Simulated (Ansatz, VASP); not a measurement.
## ZnS (Wurtzite-2H): VASP beside Ansatz

```
CELL_PARAMETERS angstrom
3.73320 0.00000 0.00000
-1.86660 3.23305 0.00000
0.00000 0.00000 6.10674
ATOMIC_POSITIONS crystal
Zn 0.66667 0.33333 0.50000
Zn 0.33333 0.66667 0.00000
S 0.66667 0.33333 0.88500
S 0.33333 0.66667 0.38500
```

Change from the starting cell: volume scaled by 0.94.

Alike in both runs: task single point; functional LDA; k mesh 8 × 8 × 5; occupations fermi-dirac, width 0.05 eV; no spin polarisation.

|  | VASP | Ansatz |
| --- | --- | --- |
| version | VASP 6.6.1 | Ansatz 0.2.0 |
| potentials or method | VASP PAW LDA potentials, release 64 (Zn, S), cutoff 520 eV | all-electron LAPW, scalar-relativistic |

```tsv
	VASP	Ansatz	Ansatz less VASP
gap on the k mesh at the Fermi level (eV)	2.32	2.29	-0.033
least direct gap on the mesh (eV)	2.32	2.29	-0.033
pressure (GPa)	1.2	1.0	-0.22
largest component of the traceless stress (GPa)	1.67	1.65	-0.028
rms of the force components (eV/Å)	0.218	0.216	-0.0019
```

Atom by atom the forces differ by 0.002 eV/Å (rms over components). Ansatz ran all-electron here, so the differences hold the error of VASP's frozen core and of both bases.
